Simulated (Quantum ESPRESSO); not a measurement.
# SiO2 (P6_422) in Quantum ESPRESSO: notebook

Runs on SiO2. Level: LDA. Tasks: single point, equation of state, band structure.

All numbers are computed with Quantum ESPRESSO 7.5; they aren't measurements. Logs are shortened: lines on timing, memory, paths and dates and some standing lists are left out, and cuts for length are marked.

## 1. Starting point

It takes space group P6_422 (No. 181, hexagonal). Conventional cell: a = 5.061 Å, b = 5.061 Å, c = 5.541 Å, α = 90.00°, β = 90.00°, γ = 120.00°. Si (site symmetry 222) has 4 O at 1.61 Å as nearest neighbours. O (site symmetry 2) has 2 Si at 1.61 Å as nearest neighbours.

The cell comes from a database or a generator and needn't be the stable form of this composition.

## 2. Single point, LDA, 12.84 Å³/atom

pw.in reads:

```
&CONTROL
  calculation = 'scf'
  prefix = 'pwscf'
  outdir = './tmp'
  pseudo_dir = './pseudo'
  tstress = .true.
  disk_io = 'nowf'
/
&SYSTEM
  ibrav = 0
  nat = 9
  ntyp = 2
  ecutwfc = 45
  ecutrho = 360
  nbnd = 33
  occupations = 'smearing'
  smearing = 'fd'
  degauss = 0.00367493
/
&ELECTRONS
  conv_thr = 1.8d-09
  electron_maxstep = 120
  mixing_beta = 0.5
/
ATOMIC_SPECIES
Si    28.0850 si_lda_v1.uspp.F.UPF
O     15.9990 o_lda_v1.2.uspp.F.UPF
CELL_PARAMETERS angstrom
   4.9572172778    0.0000000000    0.0000000000
  -2.4786086389    4.2930760946    0.0000000000
   0.0000000000    0.0000000000    5.4282327260
ATOMIC_POSITIONS crystal
Si     0.5000000000    0.0000000000    0.0000000000
Si     0.5000000000    0.5000000000    0.6666666667
Si     0.0000000000    0.5000000000    0.3333333333
O      0.2086053700    0.7913946300    0.1666666667
O      0.2086053700    0.4172107400    0.5000000000
O      0.4172107400    0.2086053700    0.8333333333
O      0.7913946300    0.2086053700    0.1666666667
O      0.7913946300    0.5827892600    0.5000000000
O      0.5827892600    0.7913946300    0.8333333333
K_POINTS automatic
6 6 5 0 0 0
```

Potentials or basis: GBRV 1.5 LDA.

Launch:

```console
$ OMP_NUM_THREADS=1 mpirun -n 2 pw.x -nk 2 -in pw.in > pw.out
```

pw.out:

```text
This program is part of the open-source Quantum ESPRESSO suite
     for quantum simulation of materials; please cite
         "P. Giannozzi et al., J. Phys.:Condens. Matter 21 395502 (2009);
         "P. Giannozzi et al., J. Phys.:Condens. Matter 29 465901 (2017);
         "P. Giannozzi et al., J. Chem. Phys. 152 154105 (2020);
     in publications or presentations arising from this work. More details at

     Message from routine setup:
     using ibrav=0 with symmetry is DISCOURAGED, use correct ibrav instead

     K-points division:     npool     =       2
     Subspace diagonalization in iterative solution of the eigenvalue problem:
     a serial algorithm will be used

     G-vector sticks info
     --------------------
     sticks:   dense  smooth     PW     G-vecs:    dense   smooth      PW
     Sum        2173    1075    313                89809    31777    4943

     Using Slab Decomposition

     bravais-lattice index     =            0
     lattice parameter (alat)  =       9.3678  a.u.
     unit-cell volume          =     779.5816 (a.u.)^3
     number of atoms/cell      =            9
     number of atomic types    =            2
     number of electrons       =        48.00
     number of Kohn-Sham states=           33
     kinetic-energy cutoff     =      45.0000  Ry
     charge density cutoff     =     360.0000  Ry
     scf convergence threshold =      1.8E-09
     mixing beta               =       0.5000
     number of iterations used =            8  plain     mixing
     Exchange-correlation= SLA  PZ   NOGX NOGC
                           (   1   1   0   0   0   0   0)

     celldm(1)=   9.367783  celldm(2)=   0.000000  celldm(3)=   0.000000
     celldm(4)=   0.000000  celldm(5)=   0.000000  celldm(6)=   0.000000

     crystal axes: (cart. coord. in units of alat)
               a(1) = (   1.000000   0.000000   0.000000 )
               a(2) = (  -0.500000   0.866025   0.000000 )
               a(3) = (   0.000000   0.000000   1.095016 )

     reciprocal axes: (cart. coord. in units 2 pi/alat)
               b(1) = (  1.000000  0.577350 -0.000000 )
               b(2) = (  0.000000  1.154701  0.000000 )
               b(3) = (  0.000000 -0.000000  0.913229 )

     PseudoPot. # 1 for Si read from file:
     si_lda_v1.uspp.F.UPF
     Pseudo is Ultrasoft + core correction, Zval =  4.0
     Generated by new atomic code, or converted to UPF format
     Using radial grid of  899 points,  6 beta functions with:
                l(1) =   0
                l(2) =   0
                l(3) =   1
                l(4) =   1
                l(5) =   2
                l(6) =   2
     Q(r) pseudized with  8 coefficients,  rinner =    0.900   0.900   0.900
                                                       0.900   0.900

     PseudoPot. # 2 for O  read from file:
     o_lda_v1.2.uspp.F.UPF
     Pseudo is Ultrasoft + core correction, Zval =  6.0
     Generated by new atomic code, or converted to UPF format
     Using radial grid of  737 points,  5 beta functions with:
                l(1) =   0
                l(2) =   0
                l(3) =   1
                l(4) =   1
                l(5) =   2
     Q(r) pseudized with  8 coefficients,  rinner =    0.900   0.900   0.900
                                                       0.900   0.900

     atomic species   valence    mass     pseudopotential
     Si                4.00    28.08500     Si( 1.00)
     O                 6.00    15.99900     O ( 1.00)

     12 Sym. Ops. (no inversion) found ( 8 have fractional translation)

   Cartesian axes

     site n.     atom                  positions (alat units)
         1        Si     tau(   1) = (   0.5000000   0.0000000   0.0000000  )
         2        Si     tau(   2) = (   0.2500000   0.4330127   0.7300107  )
         3        Si     tau(   3) = (  -0.2500000   0.4330127   0.3650054  )
         4        O      tau(   4) = (  -0.1870919   0.6853679   0.1825027  )
         5        O      tau(   5) = (   0.0000000   0.3613151   0.5475080  )
         6        O      tau(   6) = (   0.3129081   0.1806575   0.9125134  )
         7        O      tau(   7) = (   0.6870919   0.1806575   0.1825027  )
         8        O      tau(   8) = (   0.5000000   0.5047103   0.5475080  )
         9        O      tau(   9) = (   0.1870919   0.6853679   0.9125134  )

     number of k points=    21  Fermi-Dirac smearing, width (Ry)=  0.0037
                       cart. coord. in units 2pi/alat
        k(    1) = (   0.0000000   0.0000000   0.0000000), wk =   0.0111111
        k(    2) = (   0.0000000   0.0000000   0.1826457), wk =   0.0222222
        k(    3) = (   0.0000000   0.0000000   0.3652914), wk =   0.0222222
        k(    4) = (   0.0000000   0.1924501   0.0000000), wk =   0.0666667
        k(    5) = (   0.0000000   0.1924501   0.1826457), wk =   0.1333333
        k(    6) = (   0.0000000   0.1924501   0.3652914), wk =   0.1333333
[... 13 lines left out ...]
        k(   20) = (   0.3333333   0.5773503   0.1826457), wk =   0.0444444
        k(   21) = (   0.3333333   0.5773503   0.3652914), wk =   0.0444444

     Dense  grid:    89809 G-vectors     FFT dimensions: (  60,  60,  72)

     Smooth grid:    31777 G-vectors     FFT dimensions: (  45,  45,  45)

     Check: negative core charge=   -0.000001

     Initial potential from superposition of free atoms

     starting charge      47.9982, renormalised to      48.0000
     Starting wfcs are   36 randomized atomic wfcs

     Self-consistent Calculation

     iteration #  1     ecut=    45.00 Ry     beta= 0.50
     Davidson diagonalization with overlap
     ethr =  1.00E-02,  avg # of iterations =  3.9

     total energy              =    -222.88217624 Ry
     estimated scf accuracy    <       2.48926741 Ry

     iteration #  2     ecut=    45.00 Ry     beta= 0.50
     Davidson diagonalization with overlap
     ethr =  5.19E-03,  avg # of iterations =  2.2
[... 50 lines left out ...]
     total energy              =    -223.60751966 Ry
     estimated scf accuracy    <          4.8E-09 Ry

     iteration # 10     ecut=    45.00 Ry     beta= 0.50
     Davidson diagonalization with overlap
     ethr =  9.98E-12,  avg # of iterations =  2.0

     End of self-consistent calculation

          k = 0.0000 0.0000 0.0000 (  3939 PWs)   bands (ev):

   -17.4707 -15.8421 -15.8421 -15.1648 -15.0969 -15.0969  -6.7010  -6.7010
    -3.8907  -3.6264  -3.5283  -3.5283  -1.1246  -1.1246  -1.1141  -0.7149
     0.1738   0.1796   0.1796   0.9589   0.9589   1.5071   1.5071   1.8258
     7.7754  11.0356  11.0356  11.3223  11.3223  12.8650  13.3257  14.3204
    15.5194

          k = 0.0000 0.0000 0.1826 (  3928 PWs)   bands (ev):
[... 153 lines left out ...]
   -16.8992 -16.3129 -16.0834 -15.1785 -15.1444 -15.1287  -6.3738  -5.8102
    -5.0034  -3.6219  -3.2881  -3.2831  -1.4736  -1.1036  -1.0783  -0.2760
    -0.1867  -0.1456   0.6845   0.9064   0.9816   1.1945   1.2459   1.4900
    11.0235  11.3325  11.6431  11.8527  12.3029  12.3517  12.6633  13.0141
    13.4023

     the Fermi energy is     3.2732 ev

!    total energy              =    -223.60751966 Ry
     estimated scf accuracy    <          1.4E-09 Ry
     smearing contrib. (-TS)   =      -0.00000000 Ry
     internal energy E=F+TS    =    -223.60751966 Ry

     The total energy is F=E-TS. E is the sum of the following terms:
     one-electron contribution =    -117.30946800 Ry
     hartree contribution      =      83.32543888 Ry
     xc contribution           =     -57.66266723 Ry
     ewald contribution        =    -131.96082331 Ry

     convergence has been achieved in  10 iterations

     Computing stress (Cartesian axis) and pressure

          total   stress  (Ry/bohr**3)                   (kbar)     P=      114.78
   0.00077865  -0.00000000   0.00000000          114.54       -0.00        0.00
  -0.00000000   0.00077865  -0.00000000           -0.00      114.54       -0.00
   0.00000000   0.00000000   0.00078351            0.00        0.00      115.26

=------------------------------------------------------------------------------=
   JOB DONE.
=------------------------------------------------------------------------------=
```

Run time: 30 s. Hardware: 2 MPI ranks of Intel Xeon 6975P-C (Granite Rapids), shared host; peak memory 0.52 GiB.

Results:

* Free energy: -3042.3353 eV
* Pressure: 11.5 GPa
* Band gap on the k mesh: 5.73 eV, indirect (least direct gap 5.95 eV)

Caveat: an odd mesh through Γ misses points on the zone boundary, where band edges often lie.

## 3. Single point, LDA, 13.11 Å³/atom

Edit pw.in of step 2 so:

```diff
@@ -28,5 +28,5 @@
 CELL_PARAMETERS angstrom
-   4.9572172778    0.0000000000    0.0000000000
-  -2.4786086389    4.2930760946    0.0000000000
-   0.0000000000    0.0000000000    5.4282327260
+   4.9921284088    0.0000000000    0.0000000000
+  -2.4960642044    4.3233100210    0.0000000000
+   0.0000000000    0.0000000000    5.4664609765
 ATOMIC_POSITIONS crystal
```

Potentials or basis: GBRV 1.5 LDA.

Launch:

```console
$ OMP_NUM_THREADS=1 mpirun -n 2 pw.x -nk 2 -in pw.in > pw.out
```

It took 30 s on 2 MPI ranks of Intel Xeon 6975P-C (Granite Rapids), shared host; peak memory 0.52 GiB.

The run converged. Its results:

| Item | Value |
| --- | --- |
| Free energy | -3042.4768 eV |
| Pressure | 6.8 GPa |
| Band gap on the k mesh | 5.65 eV, indirect (least direct gap 5.86 eV) |

Caveat: an odd mesh through Γ misses points on the zone boundary, where band edges often lie.

## 4. Single point, LDA, 13.38 Å³/atom

Edit pw.in of step 3 so:

```diff
@@ -28,5 +28,5 @@
 CELL_PARAMETERS angstrom
-   4.9921284088    0.0000000000    0.0000000000
-  -2.4960642044    4.3233100210    0.0000000000
-   0.0000000000    0.0000000000    5.4664609765
+   5.0265579686    0.0000000000    0.0000000000
+  -2.5132789843    4.3531268944    0.0000000000
+   0.0000000000    0.0000000000    5.5041618987
 ATOMIC_POSITIONS crystal
```

Launch:

```console
$ OMP_NUM_THREADS=1 mpirun -n 2 pw.x -nk 2 -in pw.in > pw.out
```

Run time: 30 s. Hardware: 2 MPI ranks of Intel Xeon 6975P-C (Granite Rapids), shared host; peak memory 0.52 GiB.

Results (log left out):

```yaml
Free_energy: -3042.5495 eV
Pressure: 2.5 GPa
Band_gap_on_the_k_mesh: 5.56 eV, indirect (least direct gap 5.77 eV)
```

Caveat: an odd mesh through Γ misses points on the zone boundary, where band edges often lie.

## 5. Single point, LDA, 13.66 Å³/atom

Edit pw.in of step 4 so:

```diff
@@ -28,5 +28,5 @@
 CELL_PARAMETERS angstrom
-   5.0265579686    0.0000000000    0.0000000000
-  -2.5132789843    4.3531268944    0.0000000000
-   0.0000000000    0.0000000000    5.5041618987
+   5.0605222284    0.0000000000    0.0000000000
+  -2.5302611142    4.3825408062    0.0000000000
+   0.0000000000    0.0000000000    5.5413533100
 ATOMIC_POSITIONS crystal
```

Launch:

```console
$ OMP_NUM_THREADS=1 mpirun -n 2 pw.x -nk 2 -in pw.in > pw.out
```

Run time: 27 s. Hardware: 2 MPI ranks of Intel Xeon 6975P-C (Granite Rapids), shared host; peak memory 0.52 GiB.

The run converged. Its results:

```yaml
Free_energy: -3042.5599 eV
Pressure: -1.4 GPa
Band_gap_on_the_k_mesh: 5.46 eV, indirect (least direct gap 5.66 eV)
```

Caveat: an odd mesh through Γ misses points on the zone boundary, where band edges often lie.

## 6. Single point, LDA, 13.93 Å³/atom

Edit pw.in of step 5 so:

```diff
@@ -28,5 +28,5 @@
 CELL_PARAMETERS angstrom
-   5.0605222284    0.0000000000    0.0000000000
-  -2.5302611142    4.3825408062    0.0000000000
-   0.0000000000    0.0000000000    5.5413533100
+   5.0940365973    0.0000000000    0.0000000000
+  -2.5470182987    4.4115651011    0.0000000000
+   0.0000000000    0.0000000000    5.5780520835
 ATOMIC_POSITIONS crystal
```

Potentials or basis: GBRV 1.5 LDA.

Launch:

```console
$ OMP_NUM_THREADS=1 mpirun -n 2 pw.x -nk 2 -in pw.in > pw.out
```

Wall time 29 s (2 MPI ranks of Intel Xeon 6975P-C (Granite Rapids), shared host); peak memory 0.52 GiB.

The run converged. Its results:

* Free energy: -3042.5140 eV
* Pressure: -4.8 GPa
* Band gap on the k mesh: 5.36 eV, indirect (least direct gap 5.55 eV)

Caveat: an odd mesh through Γ misses points on the zone boundary, where band edges often lie.

## 7. Single point, LDA, 14.20 Å³/atom

Edit pw.in of step 6 so:

```diff
@@ -28,5 +28,5 @@
 CELL_PARAMETERS angstrom
-   5.0940365973    0.0000000000    0.0000000000
-  -2.5470182987    4.4115651011    0.0000000000
-   0.0000000000    0.0000000000    5.5780520835
+   5.1271156839    0.0000000000    0.0000000000
+  -2.5635578420    4.4402124304    0.0000000000
+   0.0000000000    0.0000000000    5.6142742159
 ATOMIC_POSITIONS crystal
```

Launch:

```console
$ OMP_NUM_THREADS=1 mpirun -n 2 pw.x -nk 2 -in pw.in > pw.out
```

It took 34 s on 2 MPI ranks of Intel Xeon 6975P-C (Granite Rapids), shared host; peak memory 0.56 GiB.

Results (log left out):

```yaml
Free_energy: -3042.4173 eV
Pressure: -8.0 GPa
Band_gap_on_the_k_mesh: 5.24 eV, indirect (least direct gap 5.44 eV)
```

Caveat: an odd mesh through Γ misses points on the zone boundary, where band edges often lie.

## 8. Single point, LDA, 14.47 Å³/atom

Edit pw.in of step 7 so:

```diff
@@ -28,5 +28,5 @@
 CELL_PARAMETERS angstrom
-   5.1271156839    0.0000000000    0.0000000000
-  -2.5635578420    4.4402124304    0.0000000000
-   0.0000000000    0.0000000000    5.6142742159
+   5.1597733522    0.0000000000    0.0000000000
+  -2.5798866761    4.4684948008    0.0000000000
+   0.0000000000    0.0000000000    5.6500348884
 ATOMIC_POSITIONS crystal
```

Launch:

```console
$ OMP_NUM_THREADS=1 mpirun -n 2 pw.x -nk 2 -in pw.in > pw.out
```

Run time: 30 s. Hardware: 2 MPI ranks of Intel Xeon 6975P-C (Granite Rapids), shared host; peak memory 0.56 GiB.

The run converged. Its results:

```
Free energy            : -3042.2746 eV
Pressure               : -10.8 GPa
Band gap on the k mesh : 5.12 eV, indirect (least direct gap 5.31 eV)
```

Caveat: an odd mesh through Γ misses points on the zone boundary, where band edges often lie.

## 9. Equation of state, LDA

Potentials or basis: GBRV 1.5 LDA.

This step only gathers the single runs of the series.

What came out:

```yaml
Equilibrium_volume: 13.57 Å³/atom
Bulk_modulus_at_fixed_shape_and_positions: 188 GPa
Pressure_derivative_of_the_bulk_modulus: 4.0
```

Energy against volume, from the lowest point:
```
volume (Å³/atom)  energy (meV/atom)
          12.836              24.96
          13.109               9.24
          13.382               1.15
          13.655               0.00
          13.928               5.10
          14.201              15.85
          14.474              31.69
```

Caveat: the cell was scaled at fixed shape and fractional positions, which overstates the stiffness of a crystal with free parameters, most of all of layers and chains.

[end of part 1 of 2]
